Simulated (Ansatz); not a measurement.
**BAs (zincblende type): optical response by level**

Aim: the dielectric function of BAs (zincblende type) in the independent-particle picture, and how it depends on the functional and on the gap. The runs, in order: HSE06 for the gap; optics with PBE on 8×8×8; optics with r2SCAN on 8×8×8; optics with LDA on 8×8×8; optics with PBE and scissors to the HSE06 gap on 8×8×8; optics with PBE with spin-orbit coupling on 6×6×6.

Computed with Ansatz 0.2.0 (plane waves, PAW; no local fields, no excitons, unless a step's input says otherwise).

1 further run of the same task is left out (it didn't finish).

## 1. Starting point

Symmetry: F-43m, No. 216, cubic system. The conventional cell has a = 4.784 Å, b = 4.784 Å, c = 4.784 Å, α = 90.00°, β = 90.00°, γ = 90.00°. Around B (site symmetry -43m) lie 4 As at 2.07 Å. Around As (site symmetry -43m) lie 4 B at 2.07 Å.

Structure file:

```cif
data_structure
_symmetry_space_group_name_H-M 'F-43m'
_symmetry_Int_Tables_number 216
_cell_length_a 4.7837
_cell_length_b 4.7837
_cell_length_c 4.7837
_cell_angle_alpha 90.000
_cell_angle_beta 90.000
_cell_angle_gamma 90.000
_cell_volume 109.47
loop_
_atom_site_label
_atom_site_type_symbol
_atom_site_symmetry_multiplicity
_atom_site_Wyckoff_symbol
_atom_site_fract_x
_atom_site_fract_y
_atom_site_fract_z
_atom_site_occupancy
B1 B 4 a 0.00000 0.00000 0.00000 1
As1 As 4 d 0.25000 0.25000 0.75000 1
```

The cell was relaxed beforehand with r2SCAN; those runs aren't shown.

## 2. The gap to aim at

input.yaml

```yaml
crystal:
  lattice:
    - [0.0, 2.3918676038, 2.3918676038]
    - [2.3918676038, 0.0, 2.3918676038]
    - [2.3918676038, 2.3918676038, 0.0]
  atoms:
    - { symbol: B, position: [0.0, 0.0, 0.0] }
    - { symbol: As, position: [0.25, 0.25, 0.25] }
kpoints:
  mp_grid: { grid: [6, 6, 6] }
  band_path:
    path:
      - [0.0, 0.0, 0.0]
      - [-0.5, -0.5, 0.0]
      - [-0.375, -0.375, 0.25]
      - [-0.375, 0.0, 0.375]
      - [0.0, 0.0, 0.5]
      - [-0.5, -0.25, 0.25]
      - [0.0, 0.398437, 0.398438]
    npoints: 1
hamiltonian:
  xc: hse06
scf:
  occupations: { method: fixed }
  n_extra_bands: 4
output:
  forces: true
  stress: true
  eigenvalues: true
  write_density: true
  write_potential: true
  elf: true
  volumetric_format: npy
```

Launch:

```
$ ansatz run input.yaml --threads 4 --pin off --max-ram 3686MiB --backend cpu --events-out ev --progress --plain --runs-dir out
```

The runs that follow: Optics, PBE; Optics, r2SCAN; Optics, LDA; Optics, PBE with a scissors shift; Optics, PBE with spin-orbit coupling.

Q: Predict the results of all the runs planned. Wanted: ε∞, PBE; ε∞, r2SCAN; ε∞, LDA; ε∞, PBE with spin-orbit coupling; tallest peak of ε₂, PBE; tallest peak of ε₂, r2SCAN; tallest peak of ε₂, LDA; tallest peak of ε₂, PBE with spin-orbit coupling; HSE06 direct gap.

The runs gave:

```
                                        quantity            value
                                         ε∞, PBE            10.12
                                      ε∞, r2SCAN             9.33
                                         ε∞, LDA            10.26
                      ε∞, PBE + 0.84 eV scissors             8.94
                ε∞, PBE with spin-orbit coupling            10.08
                         tallest peak of ε₂, PBE  47.7 at 5.55 eV
                      tallest peak of ε₂, r2SCAN  45.4 at 6.00 eV
                         tallest peak of ε₂, LDA  48.6 at 5.50 eV
      tallest peak of ε₂, PBE + 0.84 eV scissors  48.3 at 6.40 eV
tallest peak of ε₂, PBE with spin-orbit coupling  47.4 at 5.55 eV
                                HSE06 direct gap          4.11 eV
```

What this shows: From PBE with spin-orbit coupling to PBE + 0.84 eV scissors the direct gap grows from 3.07 to 4.11 eV, and ε∞ goes from 10.08 to 8.94. Spin-orbit coupling moves the direct gap by -0.21 eV; ε∞ doesn't compare between these two runs, as the bands summed differ. The meshes differ between the runs, and peak heights and places move with the mesh, so part of any difference isn't the level's. Local fields and excitons are left out: both change ε∞, and without excitons the onset lacks its lines.
